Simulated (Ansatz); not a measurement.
# ZnO: the order of phases at one pressure, part 2 of 2

Aim: bring ZnO in several structures (CsCl, wurtzite, NiAs) to one pressure and rank them by enthalpy. The pressure is set by scaling the first phase. Methods of the runs shown: PAW and LAPW.

Ansatz 0.2.0; DFT PBE; a cell built from a prototype (CsCl type), not taken from measurement.

## Step 9: Wurtzite at the cell that PAW relaxed, LAPW

Contents of input.yaml:

```yaml
crystal:
  lattice:
    - [3.279306941, 0.0, 0.0]
    - [-1.6396534705, 2.8399631177, 0.0]
    - [0.0, 0.0, 5.2940625671]
  atoms:
    - { symbol: Zn, position: [0.3333333333, 0.6666666667, -0.0015211032] }
    - { symbol: Zn, position: [0.6666666667, 0.3333333333, 0.4984788968] }
    - { symbol: O, position: [0.3333333333, 0.6666666667, 0.3775211032] }
    - { symbol: O, position: [0.6666666667, 0.3333333333, 0.8775211032] }
kpoints:
  mp_grid: { grid: [12, 12, 7] }
scf:
  occupations: { method: fermi_dirac, width: 0.08 }
hamiltonian:
  xc: pbe
  pseudopotentials: { kind: all_electron, lapw: { basis_error: 0.0005 } }
output:
  forces: true
  stress: true
  eigenvalues: true
  populations: true
```

On the command line:

```console
$ ansatz run input.yaml --threads 1 --pin off --max-ram 3584MiB --backend cpu --events-out ev --progress --plain --runs-dir out
```

What it wrote (excerpt; [...] marks lines left out):

```text
Zn: projections on atomic orbitals take those of the free atom 1s2 2s2 2p6 3s2 3p6 3d10 4s2, of charge +0.00 (hamiltonian.pseudopotentials.projection_atoms)
O: projections on atomic orbitals take those of the free atom 1s2 2s2 2p4, of charge +0.00 (hamiltonian.pseudopotentials.projection_atoms)
LAPW: plane waves up to 10.869 Å⁻¹, error target 5.0e-4 eV per atom; small_component_spin mean_spin; O in spheres of 0.900 Å, 8 of its electrons in bands, Dirac shells []; Zn in spheres of 1.099 Å, 20 of its electrons in bands, Dirac shells []
[...]
Pseudopotentials: kind: all_electron
Pseudopotential: Zn, LAPW, valence charge 20, Koelling and Harmon's equation, gaussian nucleus
Pseudopotential: O, LAPW, valence charge 8, Koelling and Harmon's equation, gaussian nucleus
Functional definition: PBE
[...]
Crystal: 4 atoms, lattice volume = 49.304 Å³
[...]
SCF converged after 9 iterations
Free energy (F): -101843.571948 eV
[...]
E sigma→0 (E₀):  -101843.571904 eV
Entropy (-TS):   -0.000088 eV (-0.022 meV/atom)
Fermi energy:    8.993340 eV
[...]
--- Forces (eV/Å), atoms counted from 1 ---
  atom   1  Zn     0.00000000     0.00000000     0.00028197
  atom   2  Zn     0.00000000    -0.00000000     0.00028197
  atom   3  O     -0.00000000     0.00000000    -0.00029801
  atom   4  O     -0.00000000    -0.00000000    -0.00029801
[...]
--- Stress (GPa, compression-positive) ---
       -0.078707       0.000000       0.000000
        0.000000      -0.078707       0.000000
        0.000000       0.000000      -0.098154
  P = ⅓ Tr σ = -0.0852 GPa (-0.852 kbar)
--- Band table (eV; the first three rows and the last of 76) ---
[...]
--- Löwdin populations: 4 sites ---
  site symbol       q [e]
     0     Zn     28.5903
     1     Zn     28.5903
     2      O      9.2241
     3      O      9.2241
  spilling = 0.004884 (of n_electrons = 76.000000)
```

Run time: 56 s. Hardware: 1 thread of Intel Xeon 6975P-C (Granite Rapids), shared host; peak memory 0.69 GiB.

Read from it: pressure -0.09 GPa; gap on the k mesh 0.76 eV.

## Step 10: NiAs relaxed under pressure, PAW

Contents of input.yaml:

```yaml
crystal:
  lattice:
    - [3.1456319726, 0.0, 0.0]
    - [-1.5728159863, 2.7241971992, 0.0]
    - [0.0, 0.0, 4.8757295576]
  atoms:
    - { symbol: Zn, position: [0.0, 0.0, 0.0] }
    - { symbol: Zn, position: [0.0, 0.0, 0.5] }
    - { symbol: O, position: [0.3333333333, 0.6666666667, 0.25] }
    - { symbol: O, position: [0.6666666667, 0.3333333333, 0.75] }
kpoints:
  mp_grid: { grid: [11, 11, 6] }
scf:
  occupations: { method: fermi_dirac, width: 0.08 }
hamiltonian:
  xc: pbe
  pseudopotentials: { kind: paw }
output:
  forces: true
  stress: true
  eigenvalues: true
  write_density: true
  write_potential: true
  elf: true
  volumetric_format: npy
relax:
  f_tol: 0.005
  max_steps: 40
  cell: { p_target: 0.0089, stress_tol: 0.03 }
```

On the command line:

```console
$ ansatz run input.yaml --threads 1 --pin off --max-ram 3584MiB --backend cpu --events-out ev --progress --plain --runs-dir out
```

What it wrote (excerpt; [...] marks lines left out):

```text
[...]
Pseudopotentials: kind: paw
Pseudopotential: Zn, paw, valence charge 12, recommended cutoff 420 eV (normal)
Pseudopotential: O, paw, valence charge 6, recommended cutoff 420 eV (normal)
Functional definition: PBE
[...]
Crystal: 4 atoms, lattice volume = 41.782 Å³
Basis set: ecut = 420 eV, 797 PW (Γ), exchange–correlation on 48×48×72 points (8 copies of the dense FFT grid, shifted against one another)
Bands: 22, of which v1, the nominal top of the filled ones, is band 18 counted from 1 (17 counted from 0)
Symmetry: 24 space group operations
Space group: P63/mmc (ITA 194), of the structure as read, at distance tolerance 3.5e-5 Å
k-points: 64 of 726
[...]
SCF iter   1: F=—  HF=-7772.557465 eV  |F-HF|=—  |Δ(HF+E_count)|=         —  Δρ=1.32e-3  dr2=4.84e-4  ethr=1.77e-3  ⟨swp⟩=5.2  Hψ=5983  notcnv=0
[...]
relax step   1: F+E_penalty+E_count = -7772.55881656 eV  Δ(F+E_penalty+E_count) = +0.000e0 eV  max|allowed force component| = 1.434e-16 eV/Å  Δτ_max = 0.0000 Å  P = -0.621 GPa  Ω = 41.782 Å³  (6 SCF iters, dr2 threshold 1.00e-7 eV, accepted)
[...]
relax step   4: F+E_penalty+E_count = -7772.76436519 eV  Δ(F+E_penalty+E_count) = +1.641e-4 eV  max|allowed force component| = 1.712e-16 eV/Å  Δτ_max = 0.0000 Å  P = +0.205 GPa  Ω = 41.087 Å³  energy of the carried Pulay correction = +2.545e-3 eV  (6 SCF iters, dr2 threshold 4.00e-7 eV, accepted)
[...]
relax step   5: F+E_penalty+E_count = -7772.76416451 eV  Δ(F+E_penalty+E_count) = +2.007e-4 eV  max|allowed force component| = 1.550e-16 eV/Å  Δτ_max = 0.0000 Å  P = +0.010 GPa  Ω = 41.134 Å³  energy of the carried Pulay correction = +2.313e-3 eV  (6 SCF iters, dr2 threshold 1.25e-7 eV, accepted)
[...]
SCF iter   6: F=-7772.768957 eV  HF=-7772.768957 eV  |F-HF|=2.55e-11  |Δ(HF+E_count)|=   8.06e-9  Δρ=2.58e-7  dr2=1.16e-11  ethr=1.00e-12  ⟨swp⟩=4.1  Hψ=7648  notcnv=0
[...]
```

## Step 11: The output, continued: NiAs relaxed under pressure, PAW files

The log, continued (excerpt; [...] marks lines left out):

```text
relax step   6: F+E_penalty+E_count = -7772.76895687 eV  Δ(F+E_penalty+E_count) = -4.792e-3 eV  max|allowed force component| = 1.226e-16 eV/Å  Δτ_max = 0.0000 Å  P = +0.135 GPa  Ω = 41.134 Å³  stress off target by 7.59e-1 GPa  SCF on the basis re-selected at this cell (its energy is not [...]
relax step   8: F+E_penalty+E_count = -7772.76919414 eV  Δ(F+E_penalty+E_count) = +2.175e-5 eV  max|allowed force component| = 9.021e-17 eV/Å  Δτ_max = 0.0000 Å  P = +0.009 GPa  Ω = 41.150 Å³  energy of the carried Pulay correction = -8.092e-5 eV  (6 SCF iters, accepted)
[...]
relax step   9: F+E_penalty+E_count = -7772.76925072 eV  Δ(F+E_penalty+E_count) = -5.657e-5 eV  max|allowed force component| = 9.021e-17 eV/Å  Δτ_max = 0.0000 Å  P = +0.009 GPa  Ω = 41.150 Å³  stress off target by 1.90e-2 GPa  SCF on the basis re-selected at this cell (its energy is not [...]
--- Relaxed structure (7 steps of the walk, 7 accepted, 2 SCFs on fresh bases) ---
  F+E_penalty+E_count = -7772.76925072 eV   max|allowed force component| = 9.021e-17 eV/Å   (the final SCF, on the basis selected at the relaxed cell)
  cell:  # Å, volume = 41.1503 Å³
    - [3.0252308431867, 2.327868510726141e-34, 8.729506915223026e-35]
    - [-1.51261542159335, 2.6199267625118994, 5.715212877181916e-35]
    - [-4.4397726577508963e-35, 1.8040980958479833e-34, 5.191890469257989]
  atoms:
    - { symbol: Zn, position: [2.2636959373260078e-35, -1.0954377040503654e-34, -5.9404814114666176e-36] }
    - { symbol: Zn, position: [5.775633541181419e-35, -1.2795448812016879e-34, 0.4999999999999999] }
    - { symbol: O, position: [0.3333333333333333, 0.6666666666666666, 0.24999999999999994] }
    - { symbol: O, position: [0.6666666666666666, 0.3333333333333333, 0.7499999999999998] }
```

It took 19 s on 1 thread of Intel Xeon 6975P-C (Granite Rapids), shared host; peak memory 0.41 GiB.

The steps of the relaxation:

```csv
step,energy from step 1 (eV/cell),largest force component (eV/Å),pressure (GPa),volume (Å³)
1,0.0000,0.0000,-0.62,41.78
2,-0.1868,0.0000,1.04,41.03
3,-0.2057,0.0000,0.79,40.95
4,-0.2055,0.0000,0.20,41.09
5,-0.2053,0.0000,0.01,41.13
6,-0.2101,0.0000,0.13,41.13
7,-0.2104,0.0000,0.03,41.15
8,-0.2104,0.0000,0.01,41.15
9,-0.2104,0.0000,0.01,41.15
```

Step 1 is the start. Steps 6, 9 repeat the geometry before on a plane-wave basis chosen anew for that cell, so the energy can jump there without any move; the table keeps such jumps.

| input's cell | before | after | change |
| --- | --- | --- | --- |
| a (Å) | 3.146 | 3.025 | -3.8 % |
| b (Å) | 3.146 | 3.025 | -3.8 % |
| c (Å) | 4.876 | 5.192 | +6.5 % |
| volume (Å³/atom) | 10.45 | 10.29 | -1.5 % |

Result: pressure 0.01 GPa; gap on the k mesh 0.54 eV.

## Step 12: NiAs at the cell that PAW relaxed, LAPW

Contents of input.yaml:

```yaml
crystal:
  lattice:
    - [3.0252308432, 0.0, 0.0]
    - [-1.5126154216, 2.6199267625, 0.0]
    - [0.0, 0.0, 5.1918904693]
  atoms:
    - { symbol: Zn, position: [0.0, 0.0, 0.0] }
    - { symbol: Zn, position: [0.0, 0.0, 0.5] }
    - { symbol: O, position: [0.3333333333, 0.6666666667, 0.25] }
    - { symbol: O, position: [0.6666666667, 0.3333333333, 0.75] }
kpoints:
  mp_grid: { grid: [11, 11, 6] }
scf:
  occupations: { method: fermi_dirac, width: 0.08 }
hamiltonian:
  xc: pbe
  pseudopotentials: { kind: all_electron, lapw: { basis_error: 0.0005 } }
output:
  forces: true
  stress: true
  eigenvalues: true
  populations: true
```

On the command line:

```console
$ ansatz run input.yaml --threads 1 --pin off --max-ram 3584MiB --backend cpu --events-out ev --progress --plain --runs-dir out
```

What it wrote (excerpt; [...] marks lines left out):

```text
Zn: projections on atomic orbitals take those of the free atom 1s2 2s2 2p6 3s2 3p6 3d10 4s2, of charge +0.00 (hamiltonian.pseudopotentials.projection_atoms)
O: projections on atomic orbitals take those of the free atom 1s2 2s2 2p4, of charge +0.00 (hamiltonian.pseudopotentials.projection_atoms)
LAPW: plane waves up to 9.909 Å⁻¹, error target 5.0e-4 eV per atom; small_component_spin mean_spin; O in spheres of 0.986 Å, 8 of its electrons in bands, Dirac shells []; Zn in spheres of 1.190 Å, 20 of its electrons in bands, Dirac shells []
[...]
Pseudopotentials: kind: all_electron
Pseudopotential: Zn, LAPW, valence charge 20, Koelling and Harmon's equation, gaussian nucleus
Pseudopotential: O, LAPW, valence charge 8, Koelling and Harmon's equation, gaussian nucleus
Functional definition: PBE
[...]
Crystal: 4 atoms, lattice volume = 41.150 Å³
[...]
SCF converged after 9 iterations
Free energy (F): -101842.647432 eV
[...]
E sigma→0 (E₀):  -101842.647247 eV
Entropy (-TS):   -0.000371 eV (-0.093 meV/atom)
Fermi energy:    11.765595 eV
[...]
--- Forces (eV/Å), atoms counted from 1 ---
  atom   1  Zn     0.00000000    -0.00000000     0.00000000
  atom   2  Zn     0.00000000    -0.00000000    -0.00000000
  atom   3  O      0.00000000    -0.00000000     0.00000000
  atom   4  O      0.00000000     0.00000000    -0.00000000
[...]
--- Stress (GPa, compression-positive) ---
       -0.087672      -0.000000      -0.000000
       -0.000000      -0.087672       0.000000
       -0.000000       0.000000      -0.094618
  P = ⅓ Tr σ = -0.0900 GPa (-0.900 kbar)
--- Band table (eV; the first three rows and the last of 64) ---
[...]
--- Löwdin populations: 4 sites ---
  site symbol       q [e]
     0     Zn     28.6247
     1     Zn     28.6247
     2      O      9.1951
     3      O      9.1951
  spilling = 0.004743 (of n_electrons = 76.000000)
```

It took 21 s on 1 thread of Intel Xeon 6975P-C (Granite Rapids), shared host; peak memory 0.6 GiB.

In short: pressure -0.09 GPa; gap on the k mesh 0.56 eV.

## Step 13: All runs together

Enthalpy per atom, H = F + pV at p = 0.0089 GPa, from each method's lowest phase:

```
             method     start  space group, start → end  volume (Å³/atom)  pressure (GPa)  enthalpy (meV/atom)
               LAPW      CsCl             Pm-3m → Pm-3m             9.714             0.0                727.9
LAPW, at PAW's cell  wurtzite                    P6_3mc            12.326            -0.1                  0.0
LAPW, at PAW's cell      NiAs                  P6_3/mmc            10.288            -0.1                231.0
                PAW      CsCl             Pm-3m → Pm-3m             9.714             0.0                727.4
                PAW  wurtzite           P6_3mc → P6_3mc            12.326             0.0                  0.0
                PAW      NiAs       P6_3/mmc → P6_3/mmc            10.288             0.0                230.9
```

## Step 14: Outcome

This closing draws on all 2 parts.

| quantity | value |
| --- | --- |
| pressure | 0.0089 GPa |
| lowest (LAPW) | wurtzite, 231.0 meV/atom under NiAs |
| lowest (PAW) | wurtzite, 230.9 meV/atom under NiAs |

**Reading.** By LAPW the order is wurtzite < NiAs < CsCl. By PAW the order is wurtzite < NiAs < CsCl. The methods agree on the lowest phase. Only these structures were tried, with electrons smeared by 0.08 eV and without vibrations, so the true ground state may be another. The k meshes differ between phases and weren't tested, which can move differences by some meV.
